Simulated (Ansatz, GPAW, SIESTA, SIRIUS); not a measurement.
## One calculation of TiB, 4 ways

```
Ti B
1.0
     6.12000    0.00000    0.00000
     0.00000    3.06000    0.00000
     0.00000    0.00000    4.56000
Ti B
4 4
Direct
  0.67700 0.25000 0.37700
  0.32300 0.75000 0.62300
  0.82300 0.75000 0.87700
  0.17700 0.25000 0.12300
  0.52900 0.25000 0.89700
  0.47100 0.75000 0.10300
  0.97100 0.75000 0.39700
  0.02900 0.25000 0.60300
```

Alike in all runs: task single point; functional PBEsol; k mesh 5 × 9 × 6; occupations fermi-dirac, width 0.05 eV; no spin polarisation; no spin-orbit coupling. Pressure is positive in compression and, in plane waves, holds the error of the finite cutoff, which Ansatz's Pulay term estimates and takes out.

| program and potentials | plane-wave cutoff (eV) | notes | pressure (GPa) | largest force (eV/Å) |
| --- | --- | --- | --- | --- |
| Ansatz, Ansatz PAW | 420 | potentials made for PBE, which Ansatz adapts in part; Pulay term of +0.11 GPa included | -5.73 | 0.260 |
| GPAW, PAW data sets generated for this functional | 800 | - | -5.38 | 0.268 |
| SIESTA, files PseudoDojo sr-pbesol-0.4.1-standard, DZP (energy shift 0.003 Ry; two zetas on semicore shells) | - | atomic basis | -4.25 | 0.145 |
| SIRIUS, all-electron FP-LAPW, apw+lo standard | - | - | - | 0.258 |

Force on atom 5 (B), eV/Å:

```csv
program and potentials,x,y,z
"Ansatz, Ansatz PAW",0.055,0.000,0.254
"GPAW, PAW data sets generated for this functional",0.052,0.000,0.263
"SIESTA, files PseudoDojo sr-pbesol-0.4.1-standard, DZP (energy shift 0.003 Ry; two zetas on semicore shells)",0.126,0.000,0.070
"SIRIUS, all-electron FP-LAPW, apw+lo standard",0.056,0.000,0.251
```

The pressure spans -5.73 (Ansatz, Ansatz PAW) to -4.25 GPa (SIESTA, files PseudoDojo sr-pbesol-0.4.1-standard, DZP (energy shift 0.003 Ry; two zetas on semicore shells)). Rows in atomic bases carry the error of their basis and grid, which can be large.

Differences between rows come from potentials, basis sets and numerical settings, since the functional is the same but for its coding. Runs on potential files found faulty are left out.
